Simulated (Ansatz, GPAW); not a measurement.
This is a calculation of InAs for Ansatz 0.2.0. 

The input input.yaml:

```yaml
crystal:
  lattice:
    - [0.0, 3.018, 3.018]
    - [3.018, 0.0, 3.018]
    - [3.018, 3.018, 0.0]
  atoms:
    - { symbol: In, position: [0.0, 0.0, 0.0] }
    - { symbol: As, position: [0.75, 0.75, 0.75] }
hamiltonian:
  xc: pbe
  pseudopotentials: { kind: paw }
kpoints:
  mp_grid: { grid: [8, 8, 8] }
scf:
  occupations: { method: gaussian, width: 0.014 }
output:
  forces: true
  stress: true
  eigenvalues: true
  write_density: true
  write_potential: true
  elf: true
  volumetric_format: npy
```

Potentials or basis: Ansatz PAW.

The run is started by

```bash
$ ansatz run input.yaml --threads 2 --pin off --max-ram 5632MiB --backend cpu --events-out ev --progress --plain --runs-dir out
```

Q: What does the same run look like in GPAW 26.7.0 (ASE script)? Potentials or basis there: GPAW PAW data sets (gpaw-data 1.2.1), cutoff 600 eV.

A: As run (cutoffs and basis follow the program's own potentials, and thresholds, step limits or extra output files can differ):

The input run.py:

```python
from ase.dft.bandgap import bandgap
from ase.io import read, write
from ase.units import GPa
from gpaw import GPAW, PW

atoms = read('POSCAR')

calc = GPAW(mode=PW(600),
            xc='PBE',
            kpts={'size': (8, 8, 8), 'gamma': True},
            occupations={'name': 'methfessel-paxton', 'order': 0, 'width': 0.014},
            nbands=18,
            convergence={'density': 1e-05, 'energy': 1e-05},
            maxiter=150,
            txt='gpaw.txt')
atoms.calc = calc
energy = atoms.get_potential_energy()
forces = atoms.get_forces()
stress = atoms.get_stress()
calc.write('gs.gpw')
write('result.traj', atoms)
print(f'Energy: {energy:.6f} eV')
print('Forces (eV/A):')
print(forces.round(4))
print('Stress (GPa):', (stress / GPa).round(3))
print('Fermi level:', round(calc.get_fermi_level(), 4), 'eV')
print(f'Gap: {bandgap(calc)[0]:.4f} eV, direct: {bandgap(calc, direct=True)[0]:.4f} eV')
```

File POSCAR:

```
InAs
1.0
    0.0000000000      3.0180000000      3.0180000000
    3.0180000000      0.0000000000      3.0180000000
    3.0180000000      3.0180000000      0.0000000000
In As
1 1
Direct
    0.0000000000      0.0000000000      0.0000000000
    0.7500000000      0.7500000000      0.7500000000
```

Potentials or basis: GPAW PAW data sets (gpaw-data 1.2.1), pw.

Launch:

```bash
$ OMP_NUM_THREADS=1 python run.py
```

Both were run:

|  | Ansatz | GPAW |
| --- | --- | --- |
| Pressure | 4.3 GPa | 4.0 GPa |

Ansatz's pressure holds a Pulay term of +0.04 GPa for its cutoff of 420 eV, which the other run lacks.

The potentials hold 28 and 18 valence electrons a cell.

Where Ansatz's input types no cutoff or centring, it takes its own default and a Γ-centred mesh.

Pressure is positive in compression.
